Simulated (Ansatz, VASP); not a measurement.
## C in VASP and in Ansatz

```xyz
2
Lattice="0.0000 1.7753 1.7753 1.7753 0.0000 1.7753 1.7753 1.7753 0.0000" Properties=species:S:1:pos:R:3 pbc="T T T"
C     0.0000    0.0000    0.0000
C     0.8876    0.8876    0.8876
```

Alike in both runs: functional PBE; k mesh 10 × 10 × 10; occupations fermi-dirac, width 0.05 eV; no spin polarisation.

Ansatz relaxed the structure, and its values are those at the end. VASP's run is a single point on that final structure, the one shown.

```csv
,VASP,Ansatz
version,VASP 6.6.1,Ansatz 0.2.0
potentials or method,"VASP PAW PBE potentials, release 64 (C)","plane waves, PAW"
plane-wave cutoff (eV),520,450
valence electrons in the cell,8,8
```

VASP gave:

```
pressure (GPa) : 8.7
```

**Question.** Estimate Ansatz's values.

**Answer.** Pressure (GPa): 8.0.

The functional is the same, so the differences come from potentials, cutoffs and numerics.
